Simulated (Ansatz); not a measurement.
**CdO (Monteponite) under changes of volume**

One of the cells (12.970 Å³/atom); the others are scaled copies at fixed shape and fractional positions:

```
Cd O
1.0
     0.00000    2.34950    2.34950
     2.34950    0.00000    2.34950
     2.34950    2.34950    0.00000
Cd O
1 1
Direct
  0.00000 0.00000 0.00000
  0.50000 0.50000 0.50000
```

| Item | Value |
| --- | --- |
| Program | Ansatz 0.2.0 |
| Functional | PBE |
| Potentials or basis | Ansatz NC |
| Cutoff | 1240 eV (not typed: the program's choice for these potentials) |
| k mesh | 10 × 10 × 10 |
| Occupations | fermi-dirac, width 0.05 eV |
| Spin | no spin polarisation |

| volume (Å³/atom) | energy over the lowest point (meV/atom) | pressure (GPa) |
| --- | --- | --- |
| 12.191 | ? | ? |
| 12.451 | 40.32 | 12.9 |
| 12.710 | 22.44 | 9.3 |
| 12.970 | 10.13 | 6.0 |
| 13.229 | 2.83 | 3.1 |
| 13.488 | 0.00 | 0.5 |
| 13.748 | 1.17 | -1.9 |

Problem. What does the run at 12.191 Å³/atom give?

Solution. Energy over the lowest point 64.45 meV/atom; pressure 17.0 GPa.

Worked out: A Birch-Murnaghan fit of order 3 (a polynomial in V^(-2/3)) to the other rows has its minimum at 13.54 Å³/atom with B0 = V·E''(V) = 126 GPa and B' = 4.8. It gives 64.54 meV/atom at 12.191 Å³/atom, against the run's 64.45, and -dE/dV = 17.0 GPa, against 17.0.

Energies are extrapolated to zero smearing.
